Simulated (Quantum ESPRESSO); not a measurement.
# SnTe (Fm-3m) in Quantum ESPRESSO: settings compared, part 3 of 3

Quantum ESPRESSO 7.5. Earlier steps stand in the parts before.

### Step 5. Wannier functions, PBEsol

File pw.in:

```
&CONTROL
  calculation = 'scf'
  prefix = 'pwscf'
  outdir = './tmp'
  pseudo_dir = './pseudo'
  tprnfor = .true.
  tstress = .true.
  disk_io = 'low'
/
&SYSTEM
  ibrav = 0
  nat = 2
  ntyp = 2
  ecutwfc = 80
  nbnd = 22
  occupations = 'smearing'
  smearing = 'fd'
  degauss = 0.00367493
/
&ELECTRONS
  conv_thr = 4d-10
  electron_maxstep = 120
  mixing_beta = 0.5
/
ATOMIC_SPECIES
Te   127.6000 Te.upf
Sn   118.7100 Sn.upf
CELL_PARAMETERS angstrom
   0.0000000000    3.1508500000    3.1508500000
   3.1508500000    0.0000000000    3.1508500000
   3.1508500000    3.1508500000    0.0000000000
ATOMIC_POSITIONS crystal
Te     0.5000000000    0.5000000000    0.5000000000
Sn     0.0000000000    0.0000000000    0.0000000000
K_POINTS automatic
5 5 5 0 0 0
```

File nscf.in:

```
&CONTROL
  calculation = 'nscf'
  prefix = 'pwscf'
  outdir = './tmp'
  pseudo_dir = './pseudo'
  disk_io = 'low'
/
&SYSTEM
  ibrav = 0
  nat = 2
  ntyp = 2
  ecutwfc = 80
  nbnd = 26
  occupations = 'smearing'
  smearing = 'fd'
  degauss = 0.00367493
  nosym = .true.
  noinv = .true.
/
&ELECTRONS
  conv_thr = 1d-09
  electron_maxstep = 120
  mixing_beta = 0.5
  diago_full_acc = .true.
  startingwfc = 'random'
/
ATOMIC_SPECIES
Te   127.6000 Te.upf
Sn   118.7100 Sn.upf
CELL_PARAMETERS angstrom
   0.0000000000    3.1508500000    3.1508500000
   3.1508500000    0.0000000000    3.1508500000
   3.1508500000    3.1508500000    0.0000000000
ATOMIC_POSITIONS crystal
Te     0.5000000000    0.5000000000    0.5000000000
Sn     0.0000000000    0.0000000000    0.0000000000
K_POINTS crystal
64
  0.00000000   0.00000000   0.00000000 1.56250000e-02
  0.00000000   0.00000000   0.25000000 1.56250000e-02
  0.00000000   0.00000000   0.50000000 1.56250000e-02
  0.00000000   0.00000000   0.75000000 1.56250000e-02
  0.00000000   0.25000000   0.00000000 1.56250000e-02
  0.00000000   0.25000000   0.25000000 1.56250000e-02
[... 56 lines left out ...]
  0.75000000   0.75000000   0.50000000 1.56250000e-02
  0.75000000   0.75000000   0.75000000 1.56250000e-02
```

File pw2wan.in:

```
&INPUTPP
  prefix = 'pwscf'
  outdir = './tmp'
  seedname = 'w'
  write_mmn = .true.
  write_amn = .true.
  scdm_proj = .true.
  scdm_entanglement = 'erfc'
  scdm_mu = 14.35
  scdm_sigma = 3
/
```

File bands.in:

```
&CONTROL
  calculation = 'bands'
  prefix = 'pwscf'
  outdir = './tmp'
  pseudo_dir = './pseudo'
  disk_io = 'low'
/
&SYSTEM
  ibrav = 0
  nat = 2
  ntyp = 2
  ecutwfc = 80
  nbnd = 26
  occupations = 'smearing'
  smearing = 'fd'
  degauss = 0.00367493
/
&ELECTRONS
  conv_thr = 1d-08
  electron_maxstep = 120
  mixing_beta = 0.5
  diago_full_acc = .true.
  startingwfc = 'random'
/
ATOMIC_SPECIES
Te   127.6000 Te.upf
Sn   118.7100 Sn.upf
CELL_PARAMETERS angstrom
   0.0000000000    3.1508500000    3.1508500000
   3.1508500000    0.0000000000    3.1508500000
   3.1508500000    3.1508500000    0.0000000000
ATOMIC_POSITIONS crystal
Te     0.5000000000    0.5000000000    0.5000000000
Sn     0.0000000000    0.0000000000    0.0000000000
K_POINTS crystal
61
  0.00000000   0.00000000   0.00000000 1
  0.05555600   0.00000000   0.05555600 1
  0.11111100   0.00000000   0.11111100 1
  0.16666700   0.00000000   0.16666700 1
  0.22222200   0.00000000   0.22222200 1
  0.27777800   0.00000000   0.27777800 1
[... 53 lines left out ...]
  0.54166700   0.08333300   0.54166700 1
  0.50000000   0.00000000   0.50000000 1
```

File w.win:

```
num_wann = 8
num_bands = 16
auto_projections = true
dis_num_iter = 0
num_iter = 0
search_shells = 100
kmesh_tol = 1.0d-4
conv_tol = 1.0d-8
conv_window = 4
num_print_cycles = 200
fermi_energy = 9.9027
bands_plot = true
write_hr = true
mp_grid = 4 4 4
exclude_bands = 1-10
begin unit_cell_cart
ang
  0.0000000000   3.1508500000   3.1508500000
  3.1508500000   0.0000000000   3.1508500000
  3.1508500000   3.1508500000   0.0000000000
end unit_cell_cart
begin atoms_frac
Te   0.5000000000   0.5000000000   0.5000000000
Sn   0.0000000000   0.0000000000   0.0000000000
end atoms_frac
begin kpoint_path
G   0.0000000000   0.0000000000   0.0000000000  X   0.5000000000   0.0000000000   0.5000000000
X   0.5000000000   0.0000000000   0.5000000000  W   0.5000000000   0.2500000000   0.7500000000
W   0.5000000000   0.2500000000   0.7500000000  K   0.3750000000   0.3750000000   0.7500000000
K   0.3750000000   0.3750000000   0.7500000000  G   0.0000000000   0.0000000000   0.0000000000
G   0.0000000000   0.0000000000   0.0000000000  L   0.5000000000   0.5000000000   0.5000000000
L   0.5000000000   0.5000000000   0.5000000000  U   0.6250000000   0.2500000000   0.6250000000
U   0.6250000000   0.2500000000   0.6250000000  W   0.5000000000   0.2500000000   0.7500000000
W   0.5000000000   0.2500000000   0.7500000000  L   0.5000000000   0.5000000000   0.5000000000
L   0.5000000000   0.5000000000   0.5000000000  K   0.3750000000   0.3750000000   0.7500000000
U   0.6250000000   0.2500000000   0.6250000000  X   0.5000000000   0.0000000000   0.5000000000
end kpoint_path
bands_num_points = 9
begin kpoints
  0.00000000   0.00000000   0.00000000
  0.00000000   0.00000000   0.25000000
  0.00000000   0.00000000   0.50000000
  0.00000000   0.00000000   0.75000000
  0.00000000   0.25000000   0.00000000
  0.00000000   0.25000000   0.25000000
[... 56 lines left out ...]
  0.75000000   0.75000000   0.50000000
  0.75000000   0.75000000   0.75000000
end kpoints
```

Potentials or basis: PseudoDojo 0.4.1 SR PBEsol standard.

Run with:

```sh
$ OMP_NUM_THREADS=1 pw.x -in pw.in > pw.out
$ OMP_NUM_THREADS=1 pw.x -in nscf.in > nscf.out
$ wannier90.x -pp w
$ OMP_NUM_THREADS=1 pw2wannier90.x -in pw2wan.in > pw2wan.out
$ wannier90.x w
$ OMP_NUM_THREADS=1 pw.x -in bands.in > bands.out
```

pw.out:

```text
This program is part of the open-source Quantum ESPRESSO suite
     for quantum simulation of materials; please cite
[... 9 lines left out ...]
     --------------------
     sticks:   dense  smooth     PW     G-vecs:    dense   smooth      PW
     Sum        1555    1555    439                40821    40821    6231

     Using Slab Decomposition

     bravais-lattice index     =            0
     lattice parameter (alat)  =       8.4206  a.u.
     unit-cell volume          =     422.1918 (a.u.)^3
     number of atoms/cell      =            2
     number of atomic types    =            2
     number of electrons       =        30.00
     number of Kohn-Sham states=           22
     kinetic-energy cutoff     =      80.0000  Ry
     charge density cutoff     =     320.0000  Ry
     scf convergence threshold =      4.0E-10
     mixing beta               =       0.5000
     number of iterations used =            8  plain     mixing
     Exchange-correlation= PBESOL
                           (   1   4  10   8   0   0   0)

     celldm(1)=   8.420572  celldm(2)=   0.000000  celldm(3)=   0.000000
     celldm(4)=   0.000000  celldm(5)=   0.000000  celldm(6)=   0.000000

     crystal axes: (cart. coord. in units of alat)
               a(1) = (   0.000000   0.707107   0.707107 )
               a(2) = (   0.707107   0.000000   0.707107 )
               a(3) = (   0.707107   0.707107   0.000000 )

     reciprocal axes: (cart. coord. in units 2 pi/alat)
               b(1) = ( -0.707107  0.707107  0.707107 )
               b(2) = (  0.707107 -0.707107  0.707107 )
               b(3) = (  0.707107  0.707107 -0.707107 )

     PseudoPot. # 1 for Te read from file:
     Te.upf
     Pseudo is Norm-conserving + core correction, Zval = 16.0
     Generated using ONCVPSP code by D. R. Hamann
     Using radial grid of 1294 points,  6 beta functions with:
                l(1) =   0
                l(2) =   0
                l(3) =   1
                l(4) =   1
                l(5) =   2
                l(6) =   2

     PseudoPot. # 2 for Sn read from file:
     Sn.upf
     Pseudo is Norm-conserving + core correction, Zval = 14.0
     Generated using ONCVPSP code by D. R. Hamann
     Using radial grid of 1628 points,  6 beta functions with:
                l(1) =   0
                l(2) =   0
                l(3) =   1
                l(4) =   1
                l(5) =   2
                l(6) =   2

     atomic species   valence    mass     pseudopotential
     Te               16.00   127.60000     Te( 1.00)
     Sn               14.00   118.71000     Sn( 1.00)

     48 Sym. Ops., with inversion, found

   Cartesian axes

     site n.     atom                  positions (alat units)
         1        Te     tau(   1) = (   0.7071068   0.7071068   0.7071068  )
         2        Sn     tau(   2) = (   0.0000000   0.0000000   0.0000000  )

     number of k points=    10  Fermi-Dirac smearing, width (Ry)=  0.0037
                       cart. coord. in units 2pi/alat
        k(    1) = (   0.0000000   0.0000000   0.0000000), wk =   0.0160000
        k(    2) = (   0.1414214   0.1414214  -0.1414214), wk =   0.1280000
        k(    3) = (   0.2828427   0.2828427  -0.2828427), wk =   0.1280000
        k(    4) = (   0.2828427  -0.0000000   0.0000000), wk =   0.0960000
        k(    5) = (   0.4242641   0.1414214  -0.1414214), wk =   0.3840000
        k(    6) = (  -0.1414214  -0.4242641   0.4242641), wk =   0.3840000
        k(    7) = (   0.0000000  -0.2828427   0.2828427), wk =   0.1920000
        k(    8) = (   0.5656854  -0.0000000   0.0000000), wk =   0.0960000
        k(    9) = (   0.0000000  -0.5656854   0.5656854), wk =   0.1920000
        k(   10) = (  -0.1414214  -0.4242641   0.7071068), wk =   0.3840000

     Dense  grid:    40821 G-vectors     FFT dimensions: (  48,  48,  48)

     Initial potential from superposition of free atoms

     starting charge      29.9984, renormalised to      30.0000
     Starting wfcs are   18 randomized atomic wfcs +    4 random wfcs

     Self-consistent Calculation

     iteration #  1     ecut=    80.00 Ry     beta= 0.50
     Davidson diagonalization with overlap
     ethr =  1.00E-02,  avg # of iterations =  4.8

     Threshold (ethr) on eigenvalues was too large:
     Diagonalizing with lowered threshold

     Davidson diagonalization with overlap
     ethr =  4.83E-05,  avg # of iterations =  4.9

     total energy              =    -366.65874432 Ry
     estimated scf accuracy    <       0.01437099 Ry
[... 43 lines left out ...]
     iteration #  8     ecut=    80.00 Ry     beta= 0.50
     Davidson diagonalization with overlap
     ethr =  3.03E-12,  avg # of iterations =  2.0

     End of self-consistent calculation

          k = 0.0000 0.0000 0.0000 (  5029 PWs)   bands (ev):

   -27.2392 -27.2392 -27.2351 -27.2351 -27.2351 -12.0177 -12.0177 -12.0121
   -12.0121 -12.0121  -3.0247   5.0731   7.6771   7.6771   7.6771  13.1636
    13.1636  13.1636  14.5485  14.5485  14.5486  16.7299

          k = 0.1414 0.1414-0.1414 (  5071 PWs)   bands (ev):
[... 19 lines left out ...]
   -27.2393 -27.2389 -27.2351 -27.2344 -27.2343 -12.0277 -12.0178 -12.0125
   -12.0060 -12.0047  -1.9668   2.4869   6.6329   6.8320   7.5295  12.0487
    12.5340  12.8785  13.7307  18.2698  18.6248  19.4765

          k =-0.1414-0.4243 0.4243 (  5115 PWs)   bands (ev):

   -27.2392 -27.2389 -27.2347 -27.2344 -27.2343 -12.0263 -12.0216 -12.0093
   -12.0064 -12.0047  -1.6054   1.7840   5.8771   7.3682   8.2090  11.1683
    11.3502  13.4714  16.0554  16.8464  17.5161  20.3814

          k = 0.0000-0.2828 0.2828 (  5090 PWs)   bands (ev):
[... 13 lines left out ...]
   -27.2395 -27.2387 -27.2352 -27.2340 -27.2340 -12.0332 -12.0158 -12.0134
   -12.0031 -12.0022  -1.4041   2.5921   4.4642   6.3821   6.7837  12.8067
    13.3380  13.8832  15.6030  18.4255  18.8670  20.8626

          k =-0.1414-0.4243 0.7071 (  5116 PWs)   bands (ev):

   -27.2393 -27.2388 -27.2349 -27.2344 -27.2340 -12.0298 -12.0184 -12.0109
   -12.0064 -12.0024  -1.4925   2.2938   5.3730   5.4529   8.5719  10.9378
    13.7394  14.2006  15.2246  16.6552  19.5692  19.6107

     the Fermi energy is     9.8873 ev

!    total energy              =    -366.66173377 Ry
     estimated scf accuracy    <          7.3E-11 Ry
     smearing contrib. (-TS)   =      -0.00000340 Ry
     internal energy E=F+TS    =    -366.66173037 Ry

     The total energy is F=E-TS. E is the sum of the following terms:
     one-electron contribution =    -147.95788404 Ry
     hartree contribution      =      88.68176630 Ry
     xc contribution           =     -92.36602499 Ry
     ewald contribution        =    -215.01958764 Ry

     convergence has been achieved in   8 iterations

     Forces acting on atoms (cartesian axes, Ry/au):

     atom    1 type  1   force =    -0.00000000   -0.00000000    0.00000000
     atom    2 type  2   force =     0.00000000   -0.00000000    0.00000000

     Total force =     0.000000     Total SCF correction =     0.000000

     Computing stress (Cartesian axis) and pressure

          total   stress  (Ry/bohr**3)                   (kbar)     P=       -3.35
  -0.00002277  -0.00000000   0.00000000           -3.35       -0.00        0.00
  -0.00000000  -0.00002277   0.00000000           -0.00       -3.35        0.00
   0.00000000   0.00000000  -0.00002277            0.00        0.00       -3.35

=------------------------------------------------------------------------------=
   JOB DONE.
=------------------------------------------------------------------------------=
```

Wall time 2.5 min (1 thread of Intel Xeon 6975P-C (Granite Rapids), shared host); peak memory 0.17 GiB.

Results:

| Item | Value |
| --- | --- |
| Free energy | -4988.6870 eV |
| Pressure | -0.3 GPa |
| Band gap along the path | 0.14 eV, direct |
| Total Wannier spread | 16.41 Å² over 8 functions |
| RMS miss of the Wannier bands | 0.215 eV |

Levels at the corners of the path, in eV from the Fermi level:
| point | band 13 | band 14 | band 15 | band 16 | band 17 | band 18 |
| --- | --- | --- | --- | --- | --- | --- |
| Γ | -2.21 | -2.21 | -2.21 | 3.28 | 3.28 | 3.28 |
| X | -5.68 | -3.82 | -3.82 | 2.03 | 4.84 | 4.84 |
| W | -4.93 | -4.93 | -0.90 | 0.74 | 4.51 | 4.51 |
| K | -5.28 | -3.33 | -2.81 | 2.94 | 2.97 | 4.09 |
| Γ | -2.21 | -2.21 | -2.21 | 3.28 | 3.28 | 3.28 |
| L | -1.88 | -1.88 | -0.13 | 0.01 | 0.27 | 0.27 |
| U | -5.28 | -3.33 | -2.81 | 2.94 | 2.97 | 4.09 |
| W | -4.93 | -4.93 | -0.90 | 0.74 | 4.51 | 4.51 |
| L | -1.88 | -1.88 | -0.13 | 0.01 | 0.27 | 0.27 |
| K | -5.28 | -3.33 | -2.81 | 2.94 | 2.97 | 4.09 |
| U | -5.28 | -3.33 | -2.81 | 2.94 | 2.97 | 4.09 |
| X | -5.68 | -3.82 | -3.82 | 2.03 | 4.84 | 4.84 |

Wannier functions:
```tsv
function	nearest atom	distance (Å)	spread (Å²)	on-site energy from the reference level (eV)
1	1 Te	0.66	1.66	-4.13
2	1 Te	0.67	1.64	-4.17
3	1 Te	0.62	1.69	-4.05
4	1 Te	0.50	2.06	-2.31
5	2 Sn	0.79	2.29	-1.25
6	2 Sn	0.77	2.28	-1.23
7	2 Sn	0.77	2.34	-1.11
8	2 Sn	0.75	2.44	-0.89
```

Parts of the spread (Å²): invariant 13.17, diagonal 0.047, off-diagonal 3.19, total 16.41. Against the direct bands the interpolation misses by 215 meV (root mean square) and 829 meV at most, for states up to 1 eV over the reference level.

Caveat: this odd mesh misses L, where the gap lies, so gap, dielectric constants and Born charges aren't listed; spin-orbit coupling is left out, which moves the levels of the heavy elements.

### Step 6. Overview

| task | level | potentials or basis | cell | k mesh | cutoff (eV) | smearing | q mesh | form of the LDA correlation | iterations | k mesh for the Wannier functions | mesh quality | pressure (GPa) |
| --- | --- | --- | --- | --- | --- | --- | --- | --- | --- | --- | --- | --- |
| phonons and electron-phonon coupling | PBE | GBRV 1.5 PBE | relaxed | 4 × 4 × 4 | 925 | methfessel-paxton 0.272 eV | 4 × 4 × 4 | - | - | - | coarse | 0.0 |
| phonons | LDA | GBRV 1.5 LDA | relaxed | 7 × 7 × 7 | 925 | methfessel-paxton 0.272 eV | - | PZ81 | - | - | not flagged | 0.0 |
| phonons | PBEsol | GBRV 1.5 PBEsol | relaxed | 7 × 7 × 7 | 925 | cold 0.272 eV | - | - | - | - | not flagged | 0.0 |
| Wannier functions | PBEsol | PseudoDojo 0.4.1 SR PBEsol standard | as given | 5 × 5 × 5 | 1088 | fermi-dirac 0.05 eV | - | - | 0 | 4 × 4 × 4 | not flagged | -0.3 |

Alike in all rows: no spin polarisation.

Caveats: some runs use coarse meshes; the gap is small at this level, which inflates the dielectric constant (some runs); this smearing can shift energies of a crystal with a gap (some runs); the mesh is thin for the phonons of a metal (some runs); some modes are imaginary (some runs); λ from interpolated matrix elements is rough: modes that symmetry makes equal can differ by tens of percent (some runs); spin-orbit coupling is left out, which moves the levels of the heavy elements (some runs).

Total energies depend on the potentials used, so only differences within one code and one set of settings carry meaning.

### Step 7. How close it comes

Step 5. Against the measured gap of SnTe, 0.18 eV (direct; 300 K; a printed reference work, textbook), the calculated 0.14 eV is off by -0.04 eV. Spin-orbit coupling on Sn, Te is left out. The value is that of PBEsol, without temperature or zero-point motion. Semilocal functionals fall short of measured gaps as a rule.
